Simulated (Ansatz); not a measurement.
The system is CuO.

```
CELL_PARAMETERS angstrom
0.00000 2.11656 2.11656
2.11656 0.00000 2.11656
2.11656 2.11656 0.00000
ATOMIC_POSITIONS crystal
Cu 0.02950 0.02810 0.90803
O 0.47050 0.47190 0.59197
```

The cell comes from a database or a generator and needn't be the stable form of this composition.

Base run:

```yaml
Program: Ansatz 0.2.0
Functional: PBE
Potentials_or_basis: Ansatz PAW
Cutoff: 350 eV
Density_cutoff: 1400 eV
k_mesh: 11 × 11 × 11
Occupations: fermi-dirac, width 0.05 eV
Spin: no spin polarisation
```

Its results: band gap on the k mesh none (metal or under the smearing width); pressure 18.3 GPa; largest force 0.929 eV/Å.

The run is repeated on the same cell with these changes: cutoff from 350 eV to 250 eV; density cutoff from 1400 eV to 1000 eV. What comes out?

Band gap on the k mesh none (metal or under the smearing width); pressure 20.7 GPa; largest force 1.164 eV/Å.

Caveats: so large a pressure means that the cell lies far from this level's equilibrium, or that cutoff or potentials fall short; an odd number of electrons without spin polarisation forces a metal; a magnetic or distorted state may lie lower; the run has no spin polarisation, though such a crystal can be magnetic; semilocal functionals often make such compounds metallic where correlation or magnetic order opens a gap, which also shifts bond lengths; the cutoff lies under the one recommended for these potentials; the pressure holds a Pulay correction of +8.0 GPa for the finite cutoff (some runs).
